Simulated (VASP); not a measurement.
A run of VASP 6.6.1 is set up as follows.

INCAR

```
PREC = Accurate
ENCUT = 520
EDIFF = 1E-7
ISMEAR = 0
SIGMA = 0.05
LREAL = F
LASPH = T
NELM = 150
ALGO = Fast
ISIF = 2
LWAVE = F
LCHARG = F
ISPIN = 2
MAGMOM = 2.5 0.8 0.8 0.8
LORBIT = 11
LMAXMIX = 4
GGA = PE
NBANDS = 31
```

KPOINTS

```
Automatic mesh
0
Gamma
  12 12 12
```

Contents of POSCAR:

```
FeNi3
1.0
    3.5450000000      0.0000000000      0.0000000000
    0.0000000000      3.5450000000      0.0000000000
    0.0000000000      0.0000000000      3.5450000000
Fe Ni
1 3
Direct
    0.0000000000      0.0000000000      0.0000000000
    0.0000000000      0.5000000000      0.5000000000
    0.5000000000      0.0000000000      0.5000000000
    0.5000000000      0.5000000000      0.0000000000
```

Potentials or basis: VASP PAW PBE potentials, release 64 (Fe, Ni).

Run with:

```bash
$ cat potpaw_PBE.64/Fe/POTCAR potpaw_PBE.64/Ni/POTCAR > POTCAR
$ mpirun -np 1 vasp_std > vasp.out
```

**Question.** What does it give for the site moments?

**Answer.** Fe +2.91; Ni +0.64 μB.

**Question.** Predict the net moment.

**Answer.** 4.79 μB per cell.

**Question.** Predict the band gap on the k mesh.

**Answer.** None (metal or under the smearing width).
